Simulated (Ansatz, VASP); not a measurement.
**MoS2 in VASP and in Ansatz**

The input INCAR:

```
SYSTEM = MoS2
  PREC = Accurate
  ENCUT = 520
  EDIFF = 1E-7
  ISMEAR = 0
  SIGMA = 0.1
  LREAL = .False.
  LASPH = .True.
  NELM = 100
  ALGO = Normal
  ISIF = 2
  LWAVE = .False.
  LCHARG = .False.
  GGA = PS
  NBANDS = 35
```

The input KPOINTS:

```
Automatic mesh
0
Gamma
  6 6 2
  0 0 0
```

The input POSCAR:

```
MoS2
1.0
    3.1922379100      0.0000000000      0.0000000000
   -1.5961189600      2.7645591300      0.0000000000
    0.0000000000      0.0000000000     13.3782940000
Mo S
2 4
Direct
    0.6666666700      0.3333333300      0.2500000000
    0.3333333300      0.6666666700      0.7500000000
    0.6666666700      0.3333333300      0.6330820000
    0.3333333300      0.6666666700      0.3669180000
    0.6666666700      0.3333333300      0.8669180000
    0.3333333300      0.6666666700      0.1330820000
```

Input for Ansatz:

```yaml
crystal:
  lattice:
    - [3.19223791, 0.0, 0.0]
    - [-1.59611896, 2.76455913, 0.0]
    - [0.0, 0.0, 13.378294]
  atoms:
    - { symbol: Mo, position: [0.66666667, 0.33333333, 0.25] }
    - { symbol: Mo, position: [0.33333333, 0.66666667, 0.75] }
    - { symbol: S, position: [0.66666667, 0.33333333, 0.633082] }
    - { symbol: S, position: [0.33333333, 0.66666667, 0.366918] }
    - { symbol: S, position: [0.66666667, 0.33333333, 0.866918] }
    - { symbol: S, position: [0.33333333, 0.66666667, 0.133082] }
basis:
  ecutwfc: 420
kpoints:
  mp_grid: { grid: [6, 6, 2] }
hamiltonian:
  xc: pbesol
  pseudopotentials: { kind: paw, azcp: { folder: soft_1 } }
scf:
  occupations: { method: gaussian, width: 0.1 }
output:
  forces: true
  stress: true
  eigenvalues: true
```

The cell is a database's computed one.

Alike in both runs: task single point; functional PBEsol; k mesh 6 × 6 × 2; occupations gaussian, width 0.1 eV; no spin polarisation.

|  | VASP | Ansatz |
| --- | --- | --- |
| version | VASP 6.6.1 | Ansatz 0.2.0 |
| potentials or method | VASP PAW PBE potentials, release 64 (Mo_sv, S) | scalar-relativistic, plane waves, PAW |
| plane-wave cutoff (eV) | 520 | 420 |
| valence electrons in the cell | 52 | 52 |

```tsv
	VASP	Ansatz	Ansatz less VASP
gap on the k mesh at the Fermi level (eV)	1.21	1.20	-0.014
least direct gap on the mesh (eV)	1.63	1.62	-0.004
pressure (GPa)	-4.8	-4.8	+0.02
largest component of the traceless stress (GPa)	0.85	0.87	+0.016
rms of the force components (eV/Å)	0.187	0.187	+0.0005
```

Atom by atom the forces differ by 0.001 eV/Å (rms over components). Ansatz warned: «pseudo_functional_mismatch».

Caveats: the PAW data sets were made with another functional, which shifts forces and pressure a little (VASP); this functional lacks dispersion, which binds the layers, so the pressure and a relaxed spacing across them are unreliable. As with any semilocal functional, this PBEsol gap is likely too small. A k mesh can miss the band edges.
